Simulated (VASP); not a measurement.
Wanted: the native input for a VASP 6.6.1 run.

| Quantity | Value |
| --- | --- |
| Task | single point |
| Functional | PBE |
| Potentials or basis | VASP PAW PBE potentials, release 64 (Al) |
| Cutoff | 520 eV |
| k mesh | 12 × 9 × 1 |
| Occupations | gaussian, width 0.1 eV |
| Spin | no spin polarisation |
| Dipole correction | yes |
| Further INCAR settings | ALGO = Fast; EDIFF = 1e-06; NBANDS = 26 |

The structure of Al lies in POSCAR:

```
Al
1.0
    2.8577415166      0.0000000000      0.0000000000
    0.0000000000      4.0414568106      0.0000000000
    0.0000000000      0.0000000000     27.8598368249
Al
10
Direct
    0.5000000000      0.5000000000      0.2692047354
    0.0000000000      0.0000000000      0.3204925720
    0.5000000000      0.5000000000      0.3717804085
    0.0000000000      0.0000000000      0.4230682451
    0.5000000000      0.5000000000      0.4743560817
    0.0000000000      0.0000000000      0.5256439183
    0.5000000000      0.5000000000      0.5769317549
    0.0000000000      0.0000000000      0.6282195915
    0.5000000000      0.5000000000      0.6795074280
    0.0000000000      0.0000000000      0.7307952646
```

The cell isn't the ideal one: (1 1 0) slab cut from the bulk.

These files were run (other wordings do the same):

INCAR

```
ALGO = Fast
DIPOL = 0.5 0.5 0.500
EDIFF = 1E-6
ENCUT = 520
GGA = PE
IDIPOL = 3
ISIF = 2
ISMEAR = 0
LASPH = True
LCHARG = False
LDIPOL = True
LREAL = False
LWAVE = False
NBANDS = 26
NELM = 100
PREC = Accurate
SIGMA = 0.1
```

KPOINTS

```
k-points
0
Gamma
  12 9 1
```

Potentials or basis: VASP PAW PBE potentials, release 64 (Al).

Command:

```console
$ cat potpaw_PBE.64/Al/POTCAR > POTCAR
$ mpirun -np 1 vasp_std > vasp.out
```

Results of the run:

* Largest force: 0.193 eV/Å
* Band gap on the k mesh: none (metal or under the smearing width)

It took 3.6 min on 1 thread of Intel(R) Xeon(R) 6975P-C (Granite Rapids), on a shared host, peak memory 0.48 GiB.
